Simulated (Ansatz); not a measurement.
Step by step: Ga, atoms shaken at random, then relaxed in the fixed cell

Method: Ansatz 0.2.0, DFT, PBEsol, all-electron LAPW, scalar-relativistic.

Command: `ansatz run input.yaml --threads 1 --pin off --max-ram 2048MiB --backend cpu --events-out ev --progress --plain --runs-dir out` The run took about 110 s on 1 thread of a shared machine.

```yaml
crystal:
  lattice:
    - [1.45, -4.065, 0.0]
    - [1.45, 4.065, 0.0]
    - [0.0, 0.0, 3.17]
  atoms:
    - { symbol: Ga, position: [0.88830816, 0.13669605, 0.2473129] }
    - { symbol: Ga, position: [0.13292319, 0.84434594, 0.74836617] }
kpoints:
  mp_grid: { grid: [8, 8, 7] }
scf:
  occupations: { method: fermi_dirac, width: 0.05 }
hamiltonian:
  xc: pbesol
  pseudopotentials: { kind: all_electron, lapw: { basis_error: 0.001 } }
output:
  forces: true
  stress: true
relax:
  f_tol: 0.01
  max_steps: 80
```

The cell comes from COD entry 9012485, which wasn't checked; take it as a given geometry. The listed cell was then made from it by scaling, straining or moving an atom.

Each frame lists Cartesian positions (Å) and forces (eV/Å). Free energies count from the first step, -105720.0333 eV.

Step 1: E = 0.0 meV

```
Ga    1.4863   -3.0553    0.7840    -0.018   0.128   0.004
Ga    1.4170    2.8919    2.3723     0.018  -0.128  -0.004
```

Step 2: E = -2.1 meV

```
Ga    1.4787   -3.0418    0.7846    -0.020   0.008   0.003
Ga    1.4246    2.8785    2.3717     0.020  -0.008  -0.003
```

Step 3: E = -2.4 meV

```
Ga    1.4700   -3.0396    0.7851    -0.014  -0.009   0.001
Ga    1.4333    2.8762    2.3712     0.014   0.009  -0.001
```

Q: How does the relaxation end?

A: It converges, with a = 2.900 Å, b = 3.170 Å, c = 4.316 Å, α = 90.00°, β = 109.63°, γ = 90.00° (conventional cell, space group P2_1/m). The last solve (at the final positions) gives E = -2.7 meV:
```
Ga    1.4539   -3.0402    0.7854    -0.002  -0.001   0.001
Ga    1.4494    2.8768    2.3709     0.002   0.001  -0.001
```
